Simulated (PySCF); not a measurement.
**Dipole moment and polarisability of `C=CC(C)=O`**

Compound: C₄H₆O.
Structure used (GFN2-xTB), in Å, numbered top down from 1:
```
atom  x, y, z in Å
C1     1.428   -0.739   -0.392
C2     1.044    0.468    0.003
C3    -0.346    0.884    0.296
C4    -1.429   -0.153    0.131
O5    -0.586    2.015    0.654
H6     0.737   -1.552   -0.539
H7     2.464   -0.961   -0.587
H8     1.771    1.259    0.139
H9    -2.392    0.288    0.375
H10   -1.240   -0.996    0.791
H11   -1.446   -0.512   -0.896
```

Level: wB97X-D/def2-SVPD (PySCF), static field, nuclei fixed, core orbitals frozen in the response. The polarisability tensor in these axes (au):

```
x   55.97 -7.05 -4.39
y   -7.05 61.51  7.94
z   -4.39  7.94 39.86
```

Q: What are the eigenvalues, a third of the trace, and Δα (Δα² = ½Σ(αi − αj)² over the three pairs)?

A: Principal values 37.02, 51.20 and 69.11 au; mean 52.44 au = 7.77 Å³ = 8.65 × 10⁻⁴⁰ C²·m²/J; Δα = 27.85 au (53 % of the mean).

Q: What is the dipole moment, and where does it point?

A: (0.82, -3.21, -1.03) D, 3.47 D in size, pointing from the negative to the positive side. Measured along this direction, the outermost atoms are O5 at the negative end and H6 at the positive end.

Q: Give the eigenvalues of the traceless quadrupole moment Θ = ½Σq(3rr − r²1), origin at the centre of nuclear charge.

A: -5.31, -0.28, 5.59 D·Å. The values depend on the origin, since the dipole doesn't vanish. The electronic extent ⟨r²⟩ about the same centre is 431 bohr², a root-mean-square distance of 1.78 Å for the 38 electrons.

Q: Estimate the molar refractivity from the static electronic polarisability.

A: Lorentz–Lorenz: R = (4π/3)N_A α = 2.5225 cm³/(mol·Å³) × 7.77 Å³ = 19.6 cm³/mol, in the limit of long wavelengths.

Q: Rayleigh depolarisation ratio (linearly polarised light, static tensor)?

A: ρ = 3Δα²/(45ᾱ² + 4Δα²) = 2326.1/(123768 + 3101.4) = 0.0183.

Geometry: GFN2-xTB, one conformer, isolated molecule.
